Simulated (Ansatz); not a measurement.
Rows from a G0W0 calculation on H on the S site (charge +1) in CdS (32-atom cell) (Ansatz 0.2.0; G0W0 on LDA, plane waves, PAW; PAW set soft_1; 2×2×2 mesh, 1185 empty bands, screening to 112 eV, PAW set soft_1 files), in eV. Spin-orbit coupling is left out.

```
row  k  band  start       Σx  Σc at the solution      Vxc
  A  Γ    v1  6.250  -20.683               2.394  -17.977
  B  Γ    c2  8.354   -8.397              -3.721  -12.753
  C  Γ    v3  6.017  -19.836               2.094  -17.460
  D  Γ    c3  8.781   -8.455              -3.932  -13.083
  E  Γ    c4  8.898   -8.401              -3.949  -13.059
  F  Γ    c1  7.320   -9.161              -3.400  -13.141
```

Give the quasiparticle energies and the shift of each level.

The quasiparticle equation reads E = start + Σx + Σc(E) − Vxc.

```
row  E (eV)  shift (eV)
  A   5.937      −0.313
  B   8.989      +0.635
  C   5.735      −0.282
  D   9.478      +0.697
  E   9.608      +0.710
  F   7.901      +0.580
```

Limits: not at the basis limit; charged cell, levels uncorrected; no spin-orbit coupling; coarse k mesh.

[Paths, hosts, dates, memory and timing lines, banners, echoed tables and standing remarks are left out of the program output.]

[Logs are printed without paths, hosts, clocks, repeated set-up lines and the standing remarks that a program may print on its own settings, such as how far it seeks lower states.]

[Runs of the session that timed out or met a known fault of the program may be left out.]

[Cells called generated may have been cut or substituted from an entry of the Crystallography Open Database or the Materials Project.]

[Hosts, paths, dates, database ids (printed as entryN), source tags and the programs' standing remarks are cut or masked in the printed files.]
